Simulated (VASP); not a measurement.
# CdTe (F-43m) in VASP: notebook, part 2 of 3

VASP 6.6.1. Earlier steps stand in the parts before.

## (4) Band structure, PBE

INCAR

```
SYSTEM = CdTe
ALGO = Normal ; EDIFF = 1E-6
ENCUT = 450 ; GGA = PE
ISIF = 2 ; ISMEAR = 0
KPAR = 2 ; LASPH = .True.
LCHARG = .False. ; LREAL = .False.
LWAVE = .False. ; NBANDS = 16
NELM = 120 ; PREC = Accurate
SIGMA = 0.02
```

KPOINTS

```
k-points
0
Gamma
  10 10 10
  0 0 0
```

POSCAR

```
CdTe                                    
1.0
    0.0000000000      3.2801677657      3.2801677657
    3.2801677657      0.0000000000      3.2801677657
    3.2801677657      3.2801677657      0.0000000000
  Cd              Te            
     1     1
Direct
     0.0000000000000000    0.0000000000000000    0.0000000000000000
     0.7500000000000000    0.7500000000000000    0.7500000000000000
```

KPOINTS_OPT

```
path GXWKGLUWLK,UX
15
line-mode
reciprocal
 0.0000000000  0.0000000000  0.0000000000  G
 0.5000000000  0.0000000000  0.5000000000  X

 0.5000000000  0.0000000000  0.5000000000  X
 0.5000000000  0.2500000000  0.7500000000  W

 0.5000000000  0.2500000000  0.7500000000  W
 0.3750000000  0.3750000000  0.7500000000  K

 0.3750000000  0.3750000000  0.7500000000  K
 0.0000000000  0.0000000000  0.0000000000  G

 0.0000000000  0.0000000000  0.0000000000  G
 0.5000000000  0.5000000000  0.5000000000  L

 0.5000000000  0.5000000000  0.5000000000  L
 0.6250000000  0.2500000000  0.6250000000  U

 0.6250000000  0.2500000000  0.6250000000  U
 0.5000000000  0.2500000000  0.7500000000  W

 0.5000000000  0.2500000000  0.7500000000  W
 0.5000000000  0.5000000000  0.5000000000  L

 0.5000000000  0.5000000000  0.5000000000  L
 0.3750000000  0.3750000000  0.7500000000  K

 0.6250000000  0.2500000000  0.6250000000  U
 0.5000000000  0.0000000000  0.5000000000  X
```

Potentials or basis: VASP PAW PBE potentials, release 64 (Cd, Te).

Started as:

```
$ cat potpaw_PBE.64/Cd/POTCAR potpaw_PBE.64/Te/POTCAR > POTCAR
$ mpirun -np 2 vasp_std > vasp.out
```

OUTCAR:

```text
SYSTEM = CdTe
   EDIFF = 1E-6
   ENCUT = 450
   GGA = PE
   ISIF = 2
   ISMEAR = 0
   LASPH = .True.
   LREAL = .False.
   NELM = 120
   PREC = Accurate

 ion  position               nearest neighbor table
   1  0.000  0.000  0.000-   2 2.84   2 2.84   2 2.84   2 2.84
   2  0.750  0.750  0.750-   1 2.84   1 2.84   1 2.84   1 2.84

  LATTYP: Found a face centered cubic cell.
 ALAT       =     6.5603355314

  Lattice vectors:

 A1 = (   0.0000000000,   3.2801677657,   3.2801677657)
 A2 = (   3.2801677657,   0.0000000000,   3.2801677657)
 A3 = (   3.2801677657,   3.2801677657,   0.0000000000)
[... 625 lines left out ...]
      4      -5.9762      2.00000
      5      -5.8894      2.00000
      6      -5.6640      2.00000
[... 8 lines left out ...]
     15      12.4492      0.00000
     16      13.5633      0.00000

 [... further k-points ...]
[... 5 lines left out ...]
  --------------------------------------------------------------------------------------
  -------------------------------------------------------------------------------------
  Total        0.4477810      0.4477810      0.4477810      0.0000000      0.0000000      0.0000000
  in kB       10.1638459     10.1638459     10.1638459      0.0000000      0.0000000      0.0000000
  external PRESSURE =      10.1638459 kB  Pullay stress =       0.0000000 kB

 VOLUME and BASIS-vectors are now :
 -----------------------------------------------------------------------------
  energy-cutoff  :      450.00
  volume of cell :       70.59
      direct lattice vectors                 reciprocal lattice vectors
     0.000000000  3.280167766  3.280167766    -0.152431228  0.152431228  0.152431228
     3.280167766  0.000000000  3.280167766     0.152431228 -0.152431228  0.152431228
     3.280167766  3.280167766  0.000000000     0.152431228  0.152431228 -0.152431228

 POSITION                                       TOTAL-FORCE (eV/Angst)
 -----------------------------------------------------------------------------------
      0.00000      0.00000      0.00000         0.000000      0.000000      0.000000
      4.92025      4.92025      4.92025        -0.000000     -0.000000     -0.000000
 -----------------------------------------------------------------------------------
    total drift:                                0.000001      0.000001      0.000001

  FREE ENERGIE OF THE ION-ELECTRON SYSTEM (eV)
  ---------------------------------------------------
  free  energy   TOTEN  =        -4.8052111544 eV

  energy  without entropy=       -4.8052111544  energy(sigma->0) =       -4.80521115
```

stdout:

```text
POSCAR found type information on POSCAR CdTe
 POSCAR found :  2 types and       2 ions
 scaLAPACK will be used
 LDA part: xc-table for (Slater+PW92), standard interpolation
 POSCAR, INCAR and KPOINTS ok, starting setup
 FFT: planning ... GRIDC
 FFT: planning ... GRID_SOFT
 FFT: planning ... GRID
 WAVECAR not read
 entering main loop
 Start KPOINTS_OPT (optional k-point list driver)
k-point batch [1-47\150]
k-point batch [48-94\150]
k-point batch [95-141\150]
k-point batch [142-150\150]
```

Run time: 38 s. Hardware: 2 MPI ranks of Intel Xeon Platinum 8488C (Sapphire Rapids), shared host; peak memory 0.2 GiB.

Results:

| Quantity | Value |
| --- | --- |
| Free energy | -4.8052 eV |
| Pressure | 1.0 GPa |
| Band gap on the k mesh | 0.66 eV, direct |
| Band gap along the path | 0.66 eV, direct |

Levels at the corners of the path, in eV from the valence-band top:
```
point  band 5  band 6  band 7  band 8  band 9  band 10  band 11  band 12  band 13  band 14
    Γ   -7.93   -7.93    0.00    0.00    0.00     0.66     4.63     4.63     4.63     7.41
    X   -7.90   -7.48   -4.13   -1.74   -1.74     2.67     2.69     8.65     8.95     8.95
    X   -7.90   -7.48   -4.13   -1.74   -1.74     2.67     2.69     8.65     8.95     8.95
    W   -7.93   -7.41   -4.01   -2.18   -2.05     4.13     4.69     5.52     6.31     9.45
    W   -7.93   -7.41   -4.01   -2.18   -2.05     4.13     4.69     5.52     6.31     9.45
    K   -7.92   -7.44   -4.03   -2.39   -1.44     2.91     4.47     7.27     7.38     7.68
    K   -7.92   -7.44   -4.03   -2.39   -1.44     2.91     4.47     7.27     7.38     7.68
    Γ   -7.93   -7.93    0.00    0.00    0.00     0.66     4.63     4.63     4.63     7.41
    Γ   -7.93   -7.93    0.00    0.00    0.00     0.66     4.63     4.63     4.63     7.41
    L   -7.92   -7.61   -4.22   -0.72   -0.72     1.78     5.20     5.20     7.05     8.52
    L   -7.92   -7.61   -4.22   -0.72   -0.72     1.78     5.20     5.20     7.05     8.52
    U   -7.92   -7.44   -4.03   -2.39   -1.44     2.91     4.47     7.27     7.38     7.68
    U   -7.92   -7.44   -4.03   -2.39   -1.44     2.91     4.47     7.27     7.38     7.68
    W   -7.93   -7.41   -4.01   -2.18   -2.05     4.13     4.69     5.52     6.31     9.45
    W   -7.93   -7.41   -4.01   -2.18   -2.05     4.13     4.69     5.52     6.31     9.45
    L   -7.92   -7.61   -4.22   -0.72   -0.72     1.78     5.20     5.20     7.05     8.52
    L   -7.92   -7.61   -4.22   -0.72   -0.72     1.78     5.20     5.20     7.05     8.52
    K   -7.92   -7.44   -4.03   -2.39   -1.44     2.91     4.47     7.27     7.38     7.68
    U   -7.92   -7.44   -4.03   -2.39   -1.44     2.91     4.47     7.27     7.38     7.68
    X   -7.90   -7.48   -4.13   -1.74   -1.74     2.67     2.69     8.65     8.95     8.95
```

Caveat: spin-orbit coupling is left out, which moves the levels of the heavy elements.

## (5) Band structure, r2SCAN

INCAR

```
SYSTEM = CdTe
ALGO = Normal ; EDIFF = 1E-6
ENCUT = 450 ; ISIF = 2
ISMEAR = 0 ; KPAR = 2
LASPH = .True. ; LCHARG = .False.
LMIXTAU = .True. ; LREAL = .False.
LWAVE = .False. ; METAGGA = R2SCAN
NBANDS = 16 ; NELM = 120
PREC = Accurate ; SIGMA = 0.02
```

KPOINTS is that of step 4.

POSCAR is that of step 4.

KPOINTS_OPT is that of step 4.

Started as:

```
$ cat potpaw_PBE.64/Cd/POTCAR potpaw_PBE.64/Te/POTCAR > POTCAR
$ mpirun -np 2 vasp_std > vasp.out
```

It took 1.9 min on 2 MPI ranks of Intel Xeon Platinum 8488C (Sapphire Rapids), shared host; peak memory 0.22 GiB.

Results (log left out):

```
Free energy             : -46.6448 eV
Pressure                : 0.0 GPa
Band gap on the k mesh  : 1.15 eV, direct
Band gap along the path : 1.15 eV, direct
```

Levels at the corners of the path, in eV from the valence-band top:
```tsv
point	band 5	band 6	band 7	band 8	band 9	band 10	band 11	band 12	band 13	band 14
Γ	-8.19	-8.19	0.00	0.00	0.00	1.15	5.06	5.06	5.06	7.86
X	-8.16	-7.70	-4.17	-1.79	-1.79	2.96	2.99	9.25	9.63	9.63
X	-8.16	-7.70	-4.17	-1.79	-1.79	2.96	2.99	9.25	9.63	9.63
W	-8.18	-7.63	-4.04	-2.24	-2.09	4.54	4.95	6.05	6.71	10.16
W	-8.18	-7.63	-4.04	-2.24	-2.09	4.54	4.95	6.05	6.71	10.16
K	-8.17	-7.66	-4.06	-2.46	-1.48	3.24	4.82	7.76	7.90	8.25
K	-8.17	-7.66	-4.06	-2.46	-1.48	3.24	4.82	7.76	7.90	8.25
Γ	-8.19	-8.19	0.00	0.00	0.00	1.15	5.06	5.06	5.06	7.86
Γ	-8.19	-8.19	0.00	0.00	0.00	1.15	5.06	5.06	5.06	7.86
L	-8.18	-7.84	-4.29	-0.74	-0.74	2.19	5.60	5.60	7.38	9.09
L	-8.18	-7.84	-4.29	-0.74	-0.74	2.19	5.60	5.60	7.38	9.09
U	-8.17	-7.66	-4.06	-2.46	-1.48	3.24	4.82	7.76	7.90	8.25
U	-8.17	-7.66	-4.06	-2.46	-1.48	3.24	4.82	7.76	7.90	8.25
W	-8.18	-7.63	-4.04	-2.24	-2.09	4.54	4.95	6.05	6.71	10.16
W	-8.18	-7.63	-4.04	-2.24	-2.09	4.54	4.95	6.05	6.71	10.16
L	-8.18	-7.84	-4.29	-0.74	-0.74	2.19	5.60	5.60	7.38	9.09
L	-8.18	-7.84	-4.29	-0.74	-0.74	2.19	5.60	5.60	7.38	9.09
K	-8.17	-7.66	-4.06	-2.46	-1.48	3.24	4.82	7.76	7.90	8.25
U	-8.17	-7.66	-4.06	-2.46	-1.48	3.24	4.82	7.76	7.90	8.25
X	-8.16	-7.70	-4.17	-1.79	-1.79	2.96	2.99	9.25	9.63	9.63
```

Caveat: the PAW data sets were made with another functional, which shifts forces and pressure a little; spin-orbit coupling is left out, which moves the levels of the heavy elements.

(Continued in part 3 of 3.)
